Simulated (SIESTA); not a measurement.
Sb in SIESTA: the effect of strain zz

Sb:

```
CELL_PARAMETERS angstrom
2.15420 1.24373 3.60768
-2.15420 1.24373 3.60768
0.00000 -2.48746 3.60768
ATOMIC_POSITIONS crystal
Sb 0.76651 0.76651 0.76651
Sb 0.23349 0.23349 0.23349
```

The cell isn't the ideal one: cell strained along z.

Alike in all runs:

```yaml
Program: SIESTA 5.4.2
Task: single point
Functional: PBE
Potentials_or_basis: PseudoDojo 0.4 standard (PBE files)
Basis: DZP (energy shift 0.003 Ry; two zetas on semicore shells)
Grid_cutoff: 500 Ry
Energy_shift: 0.003 Ry
k_mesh: 8 × 8 × 8
Occupations: fermi-dirac, width 0.05 eV
Spin: no spin polarisation
```

```csv
strain zz,pressure (GPa),largest force (eV/Å)
-0.04,6.2,0.60
-0.02,4.8,0.49
-0.01,4.2,0.44
0,?,?
0.01,3.1,0.33
0.02,2.5,0.28
0.04,1.5,0.17
```

What does the run with strain zz 0 give?

Pressure 3.6 GPa; largest force 0.38 eV/Å.

Worked out: A parabola through the other rows of the pressure, of slope -58.3 GPa per unit of strain zz there, gives 3.6 GPa, against the run's 3.6. A straight line through the other rows of the largest force, of slope -5.36 eV/Å per unit of strain zz, gives 0.39 eV/Å, against the run's 0.38.

Caveats: the basis of atomic orbitals isn't converged, which shifts pressures, moduli and gaps.
